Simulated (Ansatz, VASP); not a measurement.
## Mg in VASP and in Ansatz

INCAR

```
ALGO = Normal
EDIFF = 1E-6
ENCUT = 520
ISIF = 2
ISMEAR = -1
LASPH = True
LCHARG = False
LREAL = False
LWAVE = False
NBANDS = 7
NELM = 60
PREC = Accurate
SIGMA = 0.05
```

Contents of KPOINTS:

```
k-points
0
Gamma
  15 15 15
```

POSCAR

```
Mg
1.0
    2.8569618476      0.0000000000      0.0000000000
    0.0000000000      2.8569618476      0.0000000000
    0.0000000000      0.0000000000      2.8569618476
Mg
1
Direct
    0.0000000000      0.0000000000      0.0000000000
```

Input for Ansatz:

```yaml
crystal:
  lattice:
    - [2.8569618476, 0.0, 0.0]
    - [0.0, 2.8569618476, 0.0]
    - [0.0, 0.0, 2.8569618476]
  atoms:
    - { symbol: Mg, position: [0.0, 0.0, 0.0] }
kpoints:
  mp_grid: { grid: [15, 15, 15] }
scf:
  occupations: { method: fermi_dirac, width: 0.05 }
hamiltonian:
  xc: lda
  pseudopotentials: { kind: paw }
output:
  forces: true
  stress: true
  eigenvalues: true
  populations: true
```

Change from the starting cell: volume scaled by 0.9, PAW files.

Alike in both runs: task single point; functional LDA; k mesh 15 × 15 × 15; occupations fermi-dirac, width 0.05 eV; no spin polarisation.

|  | VASP | Ansatz |
| --- | --- | --- |
| version | VASP 6.6.1 | Ansatz 0.2.0 |
| potentials or method | VASP PAW LDA potentials, release 64 (Mg) | PAW with Ansatz's default frozen-core files, scalar-relativistic |
| plane-wave cutoff (eV) | 520 | 420 |
| valence electrons in the cell | 2 | 10 |

VASP gave:

- pressure (GPa): 3.1

Estimate Ansatz's values.

pressure (GPa): 3.3.

The two sets of potentials don't hold the same shells in valence.
